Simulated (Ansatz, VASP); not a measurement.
## Two plane-wave programs on TaAs

```xyz
4
Lattice="-1.7218 1.7218 5.8679 1.7218 -1.7218 5.8679 1.7218 1.7218 -5.8679" Properties=species:S:1:pos:R:3 pbc="T T T"
Ta    1.7218    0.0000    5.8686
Ta    0.0000    0.0000    8.8026
As    1.7218    0.0000    0.9687
As    0.0000    0.0000    3.9027
```

Alike in both runs: functional PBE; k mesh 12 × 12 × 12; occupations gaussian, width 0.02 eV; no spin polarisation.

Ansatz relaxed the structure, and its values are those at the end. VASP's run is a single point on that final structure, the one shown.

```csv
,VASP,Ansatz
version,VASP 6.6.1,Ansatz 0.2.0
potentials or method,"VASP PAW PBE potentials, release 64 (Ta_pv, As)","scalar-relativistic, plane waves, PAW"
plane-wave cutoff (eV),520,460
valence electrons in the cell,32,56
```

|  | VASP | Ansatz | Ansatz less VASP |
| --- | --- | --- | --- |
| gap on the k mesh at the Fermi level (eV) | none | none | - |
| pressure (GPa) | 2.6 | 2.1 | -0.47 |

A gap of «none» marks a metal or a gap that the smearing closes. The two sets of potentials don't hold the same shells in valence. Ansatz warned: «stress_scf_threshold_loose».

Spin-orbit coupling is left out, which matters for the levels of Ta.
